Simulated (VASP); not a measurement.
**MoSe2 (strained 2H (MoS2) bulk), PBE single-point calculation: Ansatz's output and VASP's**

```
CELL_PARAMETERS angstrom
3.23929 0.00000 0.00000
-1.61964 2.80531 0.00000
0.00000 0.00000 12.82607
ATOMIC_POSITIONS crystal
Mo 0.33333 0.66667 0.25000
Mo 0.66667 0.33333 0.75000
Se 0.66667 0.33333 0.38062
Se 0.66667 0.33333 0.11938
Se 0.33333 0.66667 0.88062
Se 0.33333 0.66667 0.61938
```

Ansatz printed

```
SCF 1 converged in 7 iterations: F = -31792.223414 eV  dr2 = 5.26e-8
  greatest PAW one-centre occupation: 1.000 electrons in one spin orbital (limit 2), on the Se atom at site 4 (counted from 0), in its partial waves of l = 2
NSCF: frozen V_eff on 7 k-points
SCF converged after 7 iterations
Free energy (F): -31792.223414 eV
Harris-Foulkes:  -31792.223414 eV  (|F-HF|=2.63e-8)
Internal energy: -31792.223414 eV  (E = F + TS)
E sigma→0 (E₀):  -31792.223414 eV
Fermi energy:    13.447014 eV
--- Per-component energies (eV) ---
  E_band       = -1568.992553
  E_kinetic    = 1364.203968
  E_local      = -11475.503571  (includes V_loc(G=0)·N_el)
  E_nonlocal   = -2095.776955
  E_hartree    = 5453.661536
  E_xc         = -787.993173
  E_vxc        = -856.473065  (∫ρ·V_xc dr)
  E_paw        = -14048.243127  (= ΣΔE_a)
  E_vpaw       = 587.246674  (= ΣTr[D̂ρ^β])
  E_aug_tail   = -0.002331  (compensation charges beyond the density's cutoff)
  E_ewald      = -10202.569762
  E_smearing   = -0.000000  (= −TS)
  E_closure    = -0.000000  (closes the sum)
  Σ components = -31792.223414   (vs F -31792.223414, Δ=0.00e0)
--- Forces (eV/Å), atoms counted from 1 ---
  atom   1  Mo    -0.00000000    -0.00000000     0.00000000
  atom   2  Mo     0.00000000     0.00000000     0.00000000
  atom   3  Se     0.00000000    -0.00000000     0.22838070
  atom   4  Se     0.00000000    -0.00000000    -0.22838070
  atom   5  Se    -0.00000000     0.00000000     0.22838070
  atom   6  Se    -0.00000000     0.00000000    -0.22838070
  max |Σ_I F_I| component: 3.47e-18 eV/Å
--- Stress (GPa, compression-positive) ---
        7.391876      -0.000000       0.000000
        0.000000       7.391876       0.000000
        0.000000       0.000000       5.800675
  P = ⅓ Tr σ = 6.8615 GPa (68.615 kbar)
--- Band table (eV; the first three rows and the last of 38) ---
  k-point 0: bands = ["-48.0344", "-48.0344", "-34.6965", "-34.6965", "-34.6965", "-34.6965", "-34.6961", "-34.6961", "-34.6961", "-34.6961", "-34.6598", "-34.6598", "-34.6594", "-34.6594", "-34.6588", "-34.6588", "-34.6585", "-34.6585", "-34.6458", "-34.6454", "-34.6437", "-34.6434", "-22.2305", "-22.2304", "-21.9878", "-21.9878", "-21.9878", "-21.9878", "-1.9366", "-1.5927", "-1.0057", "-0.4960", "6.4366", "7.6840", "9.4787", "10.6235", "10.6235", "10.6407", "10.6407", "11.6384", "11.6384", "11.6912", "11.6912", "11.8160", "12.2728", "13.0463", "15.7150", "15.7150", "15.7963", "15.7963", "15.8673"]
  k-point 1: bands = ["-48.0344", "-48.0344", "-34.6965", "-34.6965", "-34.6965", "-34.6965", "-34.6961", "-34.6961", "-34.6961", "-34.6961", "-34.6597", "-34.6597", "-34.6597", "-34.6597", "-34.6586", "-34.6586", "-34.6586", "-34.6586", "-34.6456", "-34.6456", "-34.6435", "-34.6435", "-22.2305", "-22.2305", "-21.9878", "-21.9878", "-21.9878", "-21.9878", "-1.8034", "-1.8034", "-0.7145", "-0.7145", "6.9278", "6.9278", "10.5753", "10.5753", "10.6319", "10.6319", "10.6319", "10.6319", "11.6648", "11.6648", "11.6648", "11.6648", "12.8565", "12.8565", "15.7331", "15.7331", "15.7331", "15.7331", "16.0047"]
  k-point 2: bands = ["-48.0324", "-48.0324", "-34.6965", "-34.6964", "-34.6962", "-34.6962", "-34.6961", "-34.6961", "-34.6958", "-34.6957", "-34.6599", "-34.6599", "-34.6595", "-34.6595", "-34.6590", "-34.6589", "-34.6587", "-34.6585", "-34.6456", "-34.6452", "-34.6436", "-34.6432", "-22.2258", "-22.2257", "-22.0092", "-22.0091", "-21.9926", "-21.9926", "-1.8326", "-1.4908", "-0.9417", "-0.4442", "6.5626", "7.8085", "9.3753", "10.3561", "10.3866", "10.7231", "10.7477", "11.1627", "11.4664", "11.5267", "11.6657", "11.8496", "12.4803", "12.8903", "15.4926", "15.5081", "15.5474", "15.6459", "15.6932"]
  k-point 37: bands = ["-48.0012", "-48.0012", "-34.6940", "-34.6940", "-34.6931", "-34.6931", "-34.6929", "-34.6929", "-34.6928", "-34.6928", "-34.6616", "-34.6616", "-34.6609", "-34.6609", "-34.6600", "-34.6600", "-34.6593", "-34.6593", "-34.6429", "-34.6429", "-34.6405", "-34.6405", "-22.2232", "-22.2232", "-22.1851", "-22.1851", "-22.1511", "-22.1511", "0.5056", "0.5056", "0.5262", "0.5262", "7.4251", "7.4251", "7.9258", "7.9258", "8.5624", "8.5624", "8.9167", "8.9167", "9.8861", "9.8861", "10.4234", "10.4234", "12.6939", "12.6939", "14.4102", "14.4102", "15.1601", "15.1601", "15.9313"]
```

Each program uses its own PAW datasets. VASP's cell holds 52 valence electrons and Ansatz's 92. Ansatz's stress includes a Pulay correction; VASP's doesn't.

Question: What does VASP give for the same cell and level of theory?

Answer: gap between bands v and c 0.79 eV; least direct gap 1.57 eV; pressure 7.2 GPa; largest force 0.27 eV/Å.

From OUTCAR

```
k-points           NKPTS =     38   k-points in BZ     NKDIM =     38   number of bands    NBANDS=     35

   NELECT =      52.0000    total number of electrons

   dimension x,y,z NGX =    24 NGY =   24 NGZ =   96
   dimension x,y,z NGXF=    48 NGYF=   48 NGZF=  192

  energy-cutoff  :      520.00
  volume of cell :      116.55
      direct lattice vectors                 reciprocal lattice vectors
     3.239288832 -0.000000000  0.000000000     0.308709736  0.178233649  0.000000000
    -1.619644416  2.805306419  0.000000000     0.000000000  0.356467298  0.000000000
     0.000000000  0.000000000 12.826074406     0.000000000  0.000000000  0.077966178

 k-points in reciprocal lattice and weights: KPOINTS created by Atomic Simulation Env
   0.00000000  0.00000000  0.00000000       0.003
   0.08333333  0.00000000  0.00000000       0.021
   0.16666667  0.00000000  0.00000000       0.021
   0.25000000  0.00000000  0.00000000       0.021
   0.33333333  0.00000000  0.00000000       0.021
   0.41666667  0.00000000  0.00000000       0.021
   0.50000000  0.00000000  0.00000000       0.010
   0.08333333  0.08333333  0.00000000       0.021
   ...

 E-fermi :   7.2011

 k-point     1 :       0.0000    0.0000    0.0000
  band No.  band energies     occupation
      1     -54.2573      2.00000
      2     -54.2573      2.00000
      3     -28.4574      2.00000
      4     -28.4573      2.00000
      5     -28.2178      2.00000
      6     -28.2178      2.00000
      7     -28.2178      2.00000
      8     -28.2178      2.00000
      9      -8.1554      2.00000
     10      -7.8128      2.00000
     11      -7.2194      2.00000
     12      -6.7105      2.00000
     13       0.2122      2.00000
     14       1.4593      2.00000
     15       3.2584      2.00000
     16       4.3975      2.00000
     17       4.3975      2.00000
     18       4.4146      2.00000
     19       4.4146      2.00000
     20       5.4144      2.00000
     21       5.4144      2.00000
     22       5.4669      2.00000
     23       5.4669      2.00000
     24       5.5940      2.00000
     25       6.0569      2.00000
     26       6.8294      2.00000
     27       9.4960      0.00000
     28       9.4960      0.00000
     29       9.5769      0.00000
     30       9.5769      0.00000
     31       9.6518      0.00000
     32       9.6518      0.00000
     33       9.8825      0.00000
     34       9.8825      0.00000
     35      12.4691      0.00000

 k-point     2 :       0.0833    0.0000    0.0000
  band No.  band energies     occupation
      1     -54.2553      2.00000
      2     -54.2553      2.00000
      3     -28.4529      2.00000
      4     -28.4528      2.00000
      5     -28.2391      2.00000
      6     -28.2391      2.00000
      7     -28.2226      2.00000
      8     -28.2226      2.00000
      9      -8.0512      2.00000
     10      -7.7108      2.00000
     11      -7.1554      2.00000
     12      -6.6589      2.00000
     13       0.3384      2.00000
     14       1.5840      2.00000
     15       3.1542      2.00000
     16       4.1299      2.00000
     17       4.1603      2.00000
     18       4.4973      2.00000
     19       4.5218      2.00000
     20       4.9388      2.00000
     21       5.2422      2.00000
     22       5.3023      2.00000
     23       5.4427      2.00000
     24       5.6276      2.00000
     25       6.2652      2.00000
     26       6.6732      2.00000
     27       9.2727      0.00000
     28       9.2880      0.00000
     29       9.3307      0.00000
     30       9.4290      0.00000
     31       9.4771      0.00000
     32       9.6184      0.00000
     33       9.7425      0.00000
     34       9.7518      0.00000
     35      13.0350      0.00000

 ...

  Total        5.5613160      5.5613160      4.4816636     -0.0000000      0.0000000     -0.0000000
  in kB       76.4476997     76.4476997     61.6064379     -0.0000000      0.0000000     -0.0000000
  external PRESSURE =      71.5006124 kB  Pullay stress =       0.0000000 kB

 POSITION                                       TOTAL-FORCE (eV/Angst)
 -----------------------------------------------------------------------------------
      0.00000      1.87020      3.20652         0.000000      0.000000      0.000000
      1.61964      0.93510      9.61956         0.000000      0.000000      0.000000
      1.61964      0.93510      4.88185        -0.000000     -0.000000      0.267412
      1.61964      0.93510      1.53119        -0.000000      0.000000     -0.267412
      0.00000      1.87020     11.29489         0.000000     -0.000000      0.267412
      0.00000      1.87020      7.94423        -0.000000      0.000000     -0.267412
 -----------------------------------------------------------------------------------
    total drift:                               -0.000000      0.000000     -0.000000

  FREE ENERGIE OF THE ION-ELECTRON SYSTEM (eV)
  ---------------------------------------------------
  free  energy   TOTEN  =       -39.7301067923 eV

  energy  without entropy=      -39.7301067923  energy(sigma->0) =      -39.73010679
```
